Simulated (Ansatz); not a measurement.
Ansatz input

```yaml
crystal:
  lattice:
    - [4.5302708246, 0.0, 0.0]
    - [-2.2651354123, 3.9233296202, 0.0]
    - [0.0, 0.0, 5.9374277319]
  atoms:
    - { symbol: Te, position: [0.2684005463, 0.0, 0.3333333333] }
    - { symbol: Te, position: [0.0, 0.2684005463, 0.6666666667] }
    - { symbol: Te, position: [0.7315994537, 0.7315994537, 0.0] }
hamiltonian:
  xc: pbe
  pseudopotentials:
    kind: paw
    azcp:
      Te: "pseudopotentials/Te.paw.azcp"
basis:
  ecutwfc: 420
  fft_grid_basis: typed
kpoints:
  mp_grid: { grid: [4, 4, 3], shift: [0, 0, 0] }
magnetization:
  spin_polarized: false
scf:
  occupations: { method: fermi_dirac, width: 0.1 }
```

and its output:

```
Engine: ansatz 0.2.0, x86_64-unknown-linux-gnu
Pseudopotentials: kind: paw
Pseudopotential: Te, paw, valence charge 16, recommended cutoff 420 eV (normal) 
Functional definition: PBE
  parameter kappa = 0.804
  parameter beta = 0.06672455060314922
  exchange = pbe_x(kappa = kappa, mu = beta*pi^2/3)
  correlation = pbe_c(beta = beta)
Crystal: 3 atoms, lattice volume = 105.530 Å³
Basis set: ecut = 420 eV, 2077 PW (Γ)
Bands: 28, of which v1, the nominal top of the filled ones, is band 24 counted from 1 (23 counted from 0)
Symmetry: 6 space group operations
Space group: P3121 (ITA 152), of the structure as read, at distance tolerance 4.7e-5 Å
k-points: 9 of 48 (time reversal used)
Non-local potential: Te, projectors of the file, l = 0: 2, l = 1: 2, l = 2: 2, l = 3: 2
PAW form: soft (Blöchl's): semilocal exchange-correlation on the pseudo side does not see the compensation charge
PAW one-centre angular grid: Te, 590 points (default); XC on 64 Gauss nodes
Initial density: superposition of atomic densities (neutral atoms: chi_scale 0, normalization atom), corrected by the library's trained network
Initial wavefunctions: pseudopotential atomic-orbital guess
Functional: x = pbe(κ = 0.804, μ = 0.2195149727645171), c = pbe(β = 0.06672455060314922)
SCF iter   1: F=—  HF=-20939.849639 eV  |F-HF|=—  |Δ(HF+E_count)|=         —  Δρ=1.36e-3  dr2=1.36e-3  ethr=1.77e-3  ⟨swp⟩=6.7  Hψ=1090  notcnv=0
SCF iter   2: F=—  HF=-20939.847807 eV  |F-HF|=—  |Δ(HF+E_count)|=   1.83e-3  Δρ=7.63e-4  dr2=3.53e-4  ethr=2.83e-6  ⟨swp⟩=2.8  Hψ=561  notcnv=0
SCF iter   3: F=—  HF=-20939.848161 eV  |F-HF|=—  |Δ(HF+E_count)|=   3.54e-4  Δρ=3.87e-4  dr2=9.90e-5  ethr=7.35e-7  ⟨swp⟩=3.0  Hψ=492  notcnv=0
SCF iter   4: F=—  HF=-20939.848334 eV  |F-HF|=—  |Δ(HF+E_count)|=   1.73e-4  Δρ=6.19e-5  dr2=3.28e-6  ethr=2.06e-7  ⟨swp⟩=2.0  Hψ=336  notcnv=0
SCF iter   5: F=—  HF=-20939.848338 eV  |F-HF|=—  |Δ(HF+E_count)|=   4.09e-6  Δρ=1.88e-5  dr2=2.85e-7  ethr=6.83e-9  ⟨swp⟩=2.0  Hψ=459  notcnv=0
SCF iter   6: F=-20939.848338 eV  HF=-20939.848338 eV  |F-HF|=1.96e-8  |Δ(HF+E_count)|=   1.72e-7  Δρ=4.79e-6  dr2=2.86e-8  ethr=2.08e-10  ⟨swp⟩=3.0  Hψ=585  notcnv=0
SCF 1 converged in 6 iterations: F = -20939.848338 eV  dr2 = 2.86e-8
SCF converged after 6 iterations
Free energy (F): -20939.848338 eV
Harris-Foulkes:  -20939.848338 eV  (|F-HF|=1.96e-8)
Internal energy: -20939.840940 eV  (E = F + TS)
E sigma→0 (E₀):  -20939.844639 eV
Entropy (-TS):   -0.007398 eV (-2.466 meV/atom)
Fermi energy:    8.415544 eV
--- Per-component energies (eV) ---
  E_band       = -819.777766
  E_kinetic    = 539.079036
  E_local      = -3923.196337  (includes V_loc(G=0)·N_el)
  E_nonlocal   = -931.360045
  E_hartree    = 2472.240268
  E_xc         = -371.633689
  E_vxc        = -310.576654  (∫ρ·V_xc dr)
  E_paw        = -13985.920159  (= ΣΔE_a)
  E_vpaw       = -1138.204058  (= ΣTr[D̂ρ^β])
  E_aug_tail   = -0.000586  (compensation charges beyond the density's cutoff)
  E_ewald      = -4739.049427
  E_smearing   = -0.007398  (= −TS)
  E_closure    = -0.000000  (closes the sum)
  Σ components = -20939.848338   (vs F -20939.848338, Δ=0.00e0)
```
